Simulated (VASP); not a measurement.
**BeSe: electric field gradients with PBE**

Crystal: BeSe.

```xyz
16
Lattice="0.0000 5.0700 5.0700 5.0700 0.0000 5.0700 5.0700 5.0700 0.0000" Properties=species:S:1:pos:R:3 pbc="T T T"
Be    0.0000    0.0000    0.0000
Be    2.5350    2.5350    0.0000
Be    2.5350    0.0000    2.5350
Be    5.0700    2.5350    2.5350
Be    0.0000    2.5350    2.5350
Be    2.5350    5.0700    2.5350
Be    2.5350    2.5350    5.0700
Be    5.0700    5.0700    5.0700
Se    1.2675    1.2675    1.2675
Se    3.8025    3.8025    1.2675
Se    3.8025    1.2675    3.8025
Se    6.3375    3.8025    3.8025
Se    1.2675    3.8025    3.8025
Se    3.8025    6.3375    3.8025
Se    3.8025    3.8025    6.3375
Se    6.3375    6.3375    6.3375
```

The cell comes from a database or a generator and needn't be the stable form of this composition.

```yaml
Program: VASP 6.6.1
Task: electric field gradients
Functional: PBE
Potentials_or_basis: VASP PAW PBE potentials, release 64 (Be, Se)
Cutoff: 520 eV
k_mesh: 3 × 3 × 3
Occupations: gaussian, width 0.01 eV
Spin: no spin polarisation
Dipole_correction: no
Further_INCAR_settings: LREAL = Auto; ALGO = Fast; EDIFF = 1e-08; NBANDS = 46
```

```
Pressure               : 5.6 GPa
Band gap on the k mesh : 2.52 eV
```

Levels at points of the mesh, in eV from the valence-band top:
```csv
k point,band 29,band 30,band 31,band 32,band 33,band 34,band 35,band 36
"(0.00, 0.00, 0.00)",-1.14,0.00,0.00,0.00,2.52,2.52,2.52,4.17
```

Electric field gradients, principal values (V/Å²):
| atom | Vxx | Vyy | Vzz |
| --- | --- | --- | --- |
| 1 Be | 0.000 | 0.000 | 0.000 |
| 2 Be | 0.000 | 0.000 | 0.000 |
| 3 Be | 0.000 | 0.000 | 0.000 |
| 4 Be | 0.000 | 0.000 | 0.000 |
| 5 Be | 0.000 | 0.000 | 0.000 |
| 6 Be | 0.000 | 0.000 | 0.000 |
| 7 Be | 0.000 | 0.000 | 0.000 |
| 8 Be | 0.000 | 0.000 | 0.000 |
| 9 Se | 0.000 | 0.000 | 0.001 |
| 10 Se | 0.000 | 0.000 | 0.001 |
| 11 Se | 0.000 | 0.000 | 0.001 |
| 12 Se | 0.000 | 0.000 | 0.001 |
| 13 Se | 0.000 | 0.000 | 0.001 |
| 14 Se | 0.000 | 0.000 | 0.001 |
| 15 Se | 0.000 | 0.000 | 0.001 |
| 16 Se | 0.000 | 0.000 | 0.001 |

Wall time 2.8 min on 1 thread of Intel(R) Xeon(R) Platinum 8559C (Emerald Rapids), with other jobs on the host, peak memory 0.37 GiB.

As with any semilocal functional, this PBE gap is likely too small.
